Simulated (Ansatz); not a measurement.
## BN — experiment and calculation at the nuclei

**The experiment to reproduce.**

“First-principles theory of extending the spin qubit coherence time in hexagonal boron nitride”, 2022, arXiv:2202.04346 quotes: |C_Q| of ¹⁰B 6.1 MHz; |C_Q| of B-11 2.9 MHz; |C_Q| of 14N about 0.2 MHz. On the |C_Q| of ¹⁰B: quoted in a theory paper, not measured there. On the |C_Q| of B-11: quoted in a theory paper, not measured there. On the |C_Q| of 14N: quoted in a theory paper, not measured there, to one digit only, so it can be off by a third.

Cell of run 1: an entry of the Crystallography Open Database (COD).

```yaml
crystal:
  lattice:
    - [2.54000, 0.00000, 0.00000]
    - [-1.27000, 2.19970, 0.00000]
    - [0.00000, 0.00000, 6.59800]
  atoms:
    - { symbol: B, position: [0.33333, 0.66667, 0.25000] }
    - { symbol: B, position: [0.66667, 0.33333, 0.75000] }
    - { symbol: N, position: [0.33333, 0.66667, 0.75000] }
    - { symbol: N, position: [0.66667, 0.33333, 0.25000] }
```

Atoms are numbered from 1 in the order listed; like atoms form one site, named after its first atom.

All runs are DFT with Ansatz 0.2.0 (plane waves and PAW, scalar-relativistic unless spin–orbit coupling is named, Γ-centred meshes, Fermi–Dirac smearing) in this cell.

Run 1: PBE, atoms as given; 420 eV, 13×13×5 k-points, smearing 0.02 eV.
Run 2: r2SCAN, at the relaxed atoms; 500 eV, 13×13×5 k-points, smearing 0.02 eV.
Run 3: LDA, at the relaxed atoms; 420 eV, 13×13×5 k-points, smearing 0.02 eV.
Run 4: PBEsol, at the relaxed atoms; 420 eV, 13×13×5 k-points, smearing 0.02 eV.

Relaxed positions (PBE, cell held):

```
CELL_PARAMETERS angstrom
2.54000 0.00000 0.00000
-1.27000 2.19970 0.00000
0.00000 0.00000 6.59800
ATOMIC_POSITIONS crystal
B 0.33333 0.66667 0.25000
B 0.66667 0.33333 0.75000
N 0.33333 0.66667 0.75000
N 0.66667 0.33333 0.25000
```

¹⁰B: I = 3, Q = 84.59 mb; B-11: I = 3/2, Q = 40.59 mb; 14N: I = 1, Q = 20.44 mb (Pyykkö 2018). C_Q = eQV_zz/h.

Task: What do the runs give for these quantities, and how close do they come?

Result: 

```csv
quantity,unit,measured,run 1,run 2,run 3,run 4
|C_Q| of ¹⁰B,MHz,6.1,5.61,5.87,5.66,5.56
|C_Q| of B-11,MHz,2.9,2.69,2.82,2.71,2.67
|C_Q| of 14N,MHz,0.2,0.384,0.423,0.183,0.271
```

For the |C_Q| of ¹⁰B, the closest is run 2 (-4 %), the farthest run 4 (-9 %). For the |C_Q| of B-11, the closest is run 2 (-3 %), the farthest run 4 (-8 %). For the |C_Q| of 14N, the closest is run 3 (-8 %), the farthest run 2 (+112 %).

The runs hold the atoms at rest, while the measurements include thermal motion.

The cell isn't the equilibrium one in runs 1, 2, 3, 4 (calculated pressure -6, -10, -14, -9 GPa, with larger principal stresses), and the entry's cell may itself be off.
